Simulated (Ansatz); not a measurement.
B: relaxation of cell and atoms with RPBE+D4

Crystal: B.

```xyz
2
Lattice="1.6246 0.0000 0.0000 0.0000 2.8662 0.0000 0.0000 0.0000 3.9144" Properties=species:S:1:pos:R:3 pbc="T T T"
B     0.0000    1.4331    2.3849
B     0.8123    0.0000    1.5295
```

The cell was built by a generator and needn't be a form met in nature.

* Program: Ansatz 0.2.0
* Task: relaxation of cell and atoms
* Functional: RPBE
* Dispersion: D4
* Potentials or basis: Ansatz PAW
* Cutoff: 420 eV (not typed: the program's choice for these potentials)
* k mesh: 16 × 9 × 7
* Occupations: fermi-dirac, width 0.05 eV
* Spin: no spin polarisation

```json
{"Relaxed volume": "7.83 Å³/atom", "Relaxed cell": "a = 1.617 Å, b = 2.820 Å, c = 3.434 Å, α = 90.00°, β = 90.00°, γ = 90.00°", "Space group after relaxing (to 0.05 Å)": "Pmmn (No. 59)", "Energy gained by relaxing": "33.3 meV/atom", "Ionic steps": "11", "Pressure after relaxing": "0.0 GPa", "Band gap on the k mesh": "none (metal or under the smearing width)"}
```

Step by step:
```csv
step,energy change (eV),largest force (eV/Å),volume (Å³)
1,0.0000,0.1572,18.23
2,-0.0371,0.0970,17.16
3,-0.0637,0.0457,16.15
4,-0.0657,0.0143,15.39
5,-0.0679,0.0010,15.60
6,-0.0682,0.0040,15.70
7,-0.0682,0.0062,15.70
8,-0.0682,0.0005,15.70
9,-0.0665,0.0004,15.70
10,-0.0666,0.0002,15.66
11,-0.0665,0.0003,15.66
```

Final structure:
```
CELL_PARAMETERS angstrom
1.61745 0.00000 0.00000
0.00000 2.81958 0.00000
0.00000 0.00000 3.43420
ATOMIC_POSITIONS crystal
B 0.00000 0.50000 0.62871
B 0.50000 0.00000 0.37129
```

Levels at points of the mesh, in eV from the Fermi level:
```tsv
k point	band 1	band 2	band 3	band 4	band 5	band 6
(0.00, 0.00, 0.00)	-16.66	-5.25	-4.88	-3.11	3.14	8.84
(-0.50, 0.00, 0.00)	-7.27	-7.27	6.79	6.79	7.63	7.63
```

It took 14 s on 2 threads of Arm Neoverse V2, with other jobs on the host, peak memory 0.3 GiB.

Caveat: the plane-wave basis is chosen anew once the cell has moved, so the energies of steps on either side of that aren't comparable; the pressure holds a Pulay correction of +0.3 GPa for the finite cutoff; the PAW data sets come from PBE, with cores solved anew for the run's functional, which leaves a small shift of forces and pressure.
